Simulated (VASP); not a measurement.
Input of a VASP 6.6.1 run:

File INCAR:

```
ALGO = Normal ; EDIFF = 1E-7
ENCUT = 520 ; GGA = PS
ISIF = 2 ; ISMEAR = -1
LASPH = True ; LCHARG = False
LREAL = False ; LWAVE = False
NBANDS = 17 ; NELM = 100
PREC = Accurate ; SIGMA = 0.05
```

File KPOINTS:

```
k-points
0
Gamma
  11 11 6
```

The input POSCAR:

```
Pd
1.0
    2.7836650458      0.0000000000      0.0000000000
   -1.3918325229      2.4107246453      0.0000000000
    0.0000000000      0.0000000000      4.6288930000
Pd
2
Direct
    0.3285010000      0.6916820000      0.2409910000
    0.6692900000      0.3439870000      0.7587270000
```

Potentials or basis: VASP PAW PBE potentials, release 64 (Pd).

Run with:

```bash
$ cat potpaw_PBE.64/Pd/POTCAR > POTCAR
$ mpirun -np 1 vasp_std > vasp.out
```

Problem. What does it give for the pressure?

Solution. -9.9 GPa.

Problem. Estimate the largest force.

Solution. 0.596 eV/Å.

Forces on the atoms (eV/Å):
```
Pd   0.031 -0.031  0.595
Pd  -0.031  0.031 -0.595
```

Caveat: the PAW data sets were made with another functional, which shifts forces and pressure a little.
